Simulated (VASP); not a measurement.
Crystal: TaN.

```
Ta N
1.0
     2.92177    0.00000    0.00000
    -1.46088    2.53033    0.00000
     0.00000    0.00000    5.91652
Ta N
2 2
Direct
  0.00000 0.00000 0.50000
  0.00000 0.00000 0.00000
  0.33333 0.66667 0.25000
  0.66667 0.33333 0.75000
```

The cell comes from a database or a generator and needn't be the stable form of this composition.

| Property | Result |
| --- | --- |
| Program | VASP 6.6.1 |
| Task | relaxation of cell and atoms |
| Functional | PBE |
| Dispersion | D4 |
| Potentials or basis | VASP PAW PBE potentials, release 64 (Ta_pv, N) |
| Cutoff | 600 eV |
| k mesh | 10 × 10 × 5 |
| Occupations | fermi-dirac, width 0.05 eV |
| Spin | no spin polarisation |

At the start: pressure -5.2 GPa; volume 10.94 Å³/atom.

**Question.** How do energy, volume and symmetry change on relaxing?

**Answer.** Over 6 steps the energy falls by 2.8 meV/atom and the volume is 10.76 Å³/atom (-1.6 %); space group P6_3/mmc (No. 194, to 0.05 Å).

Step by step:
| step | energy change (eV) | largest force (eV/Å) | pressure (GPa) | volume (Å³) |
| --- | --- | --- | --- | --- |
| 1 | 0.0000 | 0.0000 | -5.17 | 43.74 |
| 2 | 0.0492 | 0.0000 | 13.15 | 41.54 |
| 3 | -0.0112 | 0.0000 | -0.06 | 43.07 |
| 4 | -0.0112 | 0.0000 | 0.04 | 43.05 |
| 5 | -0.0112 | 0.0000 | 0.05 | 43.05 |
| 6 | -0.0112 | 0.0000 | 0.04 | 43.05 |

Final structure:
```cif
data_structure
_symmetry_space_group_name_H-M 'P 1'
_symmetry_Int_Tables_number 1
_cell_length_a 2.9057
_cell_length_b 2.9057
_cell_length_c 5.8874
_cell_angle_alpha 90.000
_cell_angle_beta 90.000
_cell_angle_gamma 120.000
_cell_volume 43.05
loop_
_atom_site_label
_atom_site_type_symbol
_atom_site_fract_x
_atom_site_fract_y
_atom_site_fract_z
_atom_site_occupancy
Ta1 Ta 0.00000 0.00000 0.50000 1
Ta2 Ta 0.00000 0.00000 0.00000 1
N1 N 0.33333 0.66667 0.25000 1
N2 N 0.66667 0.33333 0.75000 1
```

Caveat: pairwise dispersion overbinds metals, which lowers pressure and volume.
